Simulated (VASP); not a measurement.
# SiC (Moissanite 3C): relaxation of cell and atoms with RPBE

The system is SiC (Moissanite 3C).

```xyz
2
Lattice="0.0000 2.1790 2.1790 2.1790 0.0000 2.1790 2.1790 2.1790 0.0000" Properties=species:S:1:pos:R:3 pbc="T T T"
Si    0.0000    0.0000    0.0000
C     3.2685    3.2685    3.2685
```

- Program: VASP 6.6.1
- Task: relaxation of cell and atoms
- Functional: RPBE
- Potentials or basis: VASP PAW PBE potentials, release 64 (Si, C)
- Cutoff: 600 eV
- k mesh: 10 × 10 × 10
- Occupations: fermi-dirac, width 0.05 eV
- Spin: no spin polarisation
- Further INCAR settings: ALGO = Normal; EDIFF = 1e-06; IBRION = 2; EDIFFG = -0.005; NSW = 60; ISIF = 3

- Relaxed volume: 10.63 Å³/atom
- Relaxed cell: a = 3.110 Å, b = 3.110 Å, c = 3.110 Å, α = 60.00°, β = 60.00°, γ = 60.00°
- Space group after relaxing (to 0.05 Å): F-43m (No. 216)
- Energy gained by relaxing: 5.1 meV/atom
- Ionic steps: 3
- Pressure after relaxing: 0.0 GPa
- Band gap on the k mesh: 1.39 eV, indirect (least direct gap 4.51 eV)

Step by step:
| step | energy change (eV) | largest force (eV/Å) | pressure (GPa) | volume (Å³) |
| --- | --- | --- | --- | --- |
| 1 | 0.0000 | 0.0000 | 5.87 | 20.69 |
| 2 | -0.0001 | 0.0000 | -5.31 | 21.85 |
| 3 | -0.0101 | 0.0000 | 0.00 | 21.26 |

Final structure:
```yaml
crystal:
  lattice:
    - [0.00000, 2.19878, 2.19878]
    - [2.19878, 0.00000, 2.19878]
    - [2.19878, 2.19878, 0.00000]
  atoms:
    - { symbol: Si, position: [0.00000, 0.00000, 0.00000] }
    - { symbol: C, position: [0.75000, 0.75000, 0.75000] }
```

Levels at points of the mesh, in eV from the valence-band top:
```csv
k point,band 2,band 3,band 4,band 5,band 6,band 7
"(0.00, 0.00, 0.00)",0.00,0.00,0.00,5.93,7.17,7.17
"(0.50, 0.00, 0.00)",-8.37,-1.04,-1.04,5.23,7.14,7.14
"(0.50, 0.50, 0.00)",-7.68,-3.12,-3.12,1.39,4.29,13.79
```

Wall time 26 s on 1 thread of Intel(R) Xeon(R) Platinum 8375C CPU @ 2.90GHz (Ice Lake), on a shared host, peak memory 0.15 GiB.

Caveat: the PAW data sets were made with another functional, which shifts forces and pressure a little. RPBE and its kin give volumes clearly too large for solids.
